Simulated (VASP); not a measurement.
# Se: relaxation of cell and atoms with PBEsol

Se:

```
Se
1.0
     2.03778    1.17652    1.11900
    -2.03778    1.17652    1.11900
     0.00000   -2.35304    1.11900
Se
1
Direct
  0.00000 0.00000 0.00000
```

This isn't the form of Se at room conditions, which is trigonal, of chains.

- Program: VASP 6.6.1
- Task: relaxation of cell and atoms
- Functional: PBEsol
- Potentials or basis: VASP PAW PBE potentials, release 64 (Se)
- Cutoff: 520 eV
- k mesh: 21 × 21 × 21
- Occupations: gaussian, width 0.1 eV
- Spin: no spin polarisation
- Target pressure: 0.0001 GPa
- Further INCAR settings: ALGO = Fast; EDIFF = 1e-07; IBRION = 2; EDIFFG = -0.002; NSW = 80; ISIF = 3
- Target pressure: 0.0001 GPa

```
Relaxed volume                                         : 21.64 Å³/atom
Relaxed cell                                           : a = 2.787 Å, b = 2.787 Å, c = 2.787 Å, α = 90.10°, β = 90.10°, γ = 90.10°
Space group after relaxing (to 0.05 Å)                 : Pm-3m (No. 221)
Energy change on relaxing (the enthalpy is what falls) : -423.8 meV/atom
Ionic steps                                            : 16
Pressure after relaxing                                : 0.0 GPa
Band gap on the k mesh                                 : none (metal or under the smearing width)
```

Step by step:
```
step  energy change (eV)  largest force (eV/Å)  pressure (GPa)  volume (Å³)
   1              0.0000                0.0000           30.00        16.10
   2             -0.1446                0.0000          -10.40        24.19
   3             -0.3042                0.0000           -0.24        20.11
   4             -0.3042                0.0000            0.13        20.03
   5             -0.3442                0.0000            0.12        20.32
   6             -0.3973                0.0000            0.73        20.90
   7             -0.4224                0.0000            0.85        21.42
   8             -0.4228                0.0000            0.90        21.41
   9             -0.4184                0.0000           -2.32        22.30
  10             -0.4235                0.0000           -0.01        21.64
  11             -0.4235                0.0000            0.05        21.63
  12             -0.4235                0.0000            0.03        21.63
  13             -0.4236                0.0000            0.02        21.63
  14             -0.4237                0.0000            0.02        21.64
  15             -0.4238                0.0000            0.00        21.64
  16             -0.4238                0.0000            0.01        21.64
```

Final structure:
```
Se
1.0
     1.97222    1.13867    1.60624
    -1.97222    1.13867    1.60624
     0.00000   -2.27733    1.60624
Se
1
Direct
  0.00000 0.00000 0.00000
```

Levels at points of the mesh, in eV from the Fermi level:
```csv
k point,band 1,band 2,band 3,band 4,band 5,band 6,band 7
"(0.00, 0.00, 0.00)",-16.44,1.45,1.46,1.46,7.66,7.66,7.89
```

Run time: 4.1 min on 1 thread of Intel(R) Xeon(R) 6975P-C (Granite Rapids) (shared host), peak memory 0.25 GiB.

Caveat: the cell is relaxed towards a set pressure, so the enthalpy falls and the energy may rise; the volume moved by over 15 % at a fixed basis, so the end points are rough; the PAW data sets were made with another functional, which shifts forces and pressure a little. Zero-point motion and thermal expansion aren't in these numbers.
